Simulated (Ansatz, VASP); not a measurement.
# One calculation of Ge, two programs

```
CELL_PARAMETERS angstrom
0.00000 2.84765 2.84765
2.84765 0.00000 2.84765
2.84765 2.84765 0.00000
ATOMIC_POSITIONS crystal
Ge 0.75000 0.75000 0.75000
Ge 0.50000 0.50000 0.50000
```

Change from the starting cell: volume scaled by 1.02.

Alike in both runs: task single point; functional PBE; k mesh 8 × 8 × 8; occupations fermi-dirac, width 0.05 eV; no spin polarisation.

|  | VASP | Ansatz |
| --- | --- | --- |
| version | VASP 6.6.1 | Ansatz 0.2.0 |
| potentials or method | VASP PAW PBE potentials, release 64 (Ge_d), cutoff 520 eV | all-electron LAPW, scalar-relativistic |

VASP gave:

| Property | Result |
| --- | --- |
| gap on the k mesh at the Fermi level (eV) | none |
| pressure (GPa) | 2.1 |

Task: Estimate Ansatz's values.

Result: gap on the k mesh at the Fermi level (eV): none; pressure (GPa): 2.2.

A gap of «none» marks a metal or a gap that the smearing closes. Ansatz ran all-electron here, so the differences hold the error of VASP's frozen core and of both bases.
